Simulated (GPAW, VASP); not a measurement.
Given: the input of a run of VASP 6.6.1 on InAs. 

File INCAR:

```
ALGO = Normal ; EDIFF = 1E-6
ENCUT = 500 ; GGA = PE
ISIF = 2 ; ISMEAR = 0
LASPH = True ; LCHARG = False
LREAL = False ; LWAVE = False
NBANDS = 11 ; NELM = 100
PREC = Accurate ; SIGMA = 0.1
```

Contents of KPOINTS:

```
k-points
0
Gamma
  8 8 8
```

Contents of POSCAR:

```
InAs
4.2681
    0.000000000000      0.707106206509      0.707106206509
    0.707106206509      0.000000000000      0.707106206509
    0.707106206509      0.707106206509      0.000000000000
In As
1 1
Direct
    0.0000000000      0.0000000000      0.0000000000
    0.7500000000      0.7500000000      0.7500000000
```

Potentials or basis: VASP PAW PBE potentials, release 64 (In, As).

Run with:

```bash
$ cat potpaw_PBE.64/In/POTCAR potpaw_PBE.64/As/POTCAR > POTCAR
$ mpirun -np 1 vasp_std > vasp.out
```

Question: Set up the same calculation for GPAW 26.7.0 (ASE script). Potentials or basis there: GPAW PAW data sets (gpaw-data 1.2.1), cutoff 600 eV.

Answer: As run (cutoffs and basis follow the program's own potentials, and thresholds, step limits or extra output files can differ):

run.py

```python
from ase.dft.bandgap import bandgap
from ase.io import read, write
from ase.units import GPa
from gpaw import GPAW, PW

atoms = read('InAs.xyz')

calc = GPAW(mode=PW(600),
            xc='PBE',
            kpts={'size': (8, 8, 8), 'gamma': True},
            occupations={'name': 'methfessel-paxton', 'order': 0, 'width': 0.1},
            nbands=18,
            convergence={'density': 1e-05, 'energy': 1e-05},
            maxiter=150,
            txt='gpaw.txt')
atoms.calc = calc
energy = atoms.get_potential_energy()
forces = atoms.get_forces()
stress = atoms.get_stress()
calc.write('gs.gpw')
write('result.traj', atoms)
print(f'Energy: {energy:.6f} eV')
print('Forces (eV/A):')
print(forces.round(4))
print('Stress (GPa):', (stress / GPa).round(3))
print('Fermi level:', round(calc.get_fermi_level(), 4), 'eV')
print(f'Gap: {bandgap(calc)[0]:.4f} eV, direct: {bandgap(calc, direct=True)[0]:.4f} eV')
```

Contents of InAs.xyz:

```xyz
2
Lattice="0.0000000000 3.0180000000 3.0180000000 3.0180000000 0.0000000000 3.0180000000 3.0180000000 3.0180000000 0.0000000000" Properties=species:S:1:pos:R:3 pbc="T T T"
In     0.0000000000      0.0000000000      0.0000000000
As     4.5270000000      4.5270000000      4.5270000000
```

Potentials or basis: GPAW PAW data sets (gpaw-data 1.2.1), pw.

Command:

```bash
$ OMP_NUM_THREADS=1 python run.py
```

Both were run:

|  | VASP | GPAW |
| --- | --- | --- |
| Pressure | 5.2 GPa | 4.0 GPa |

The potentials hold 8 and 18 valence electrons a cell.

Pressure is positive in compression.
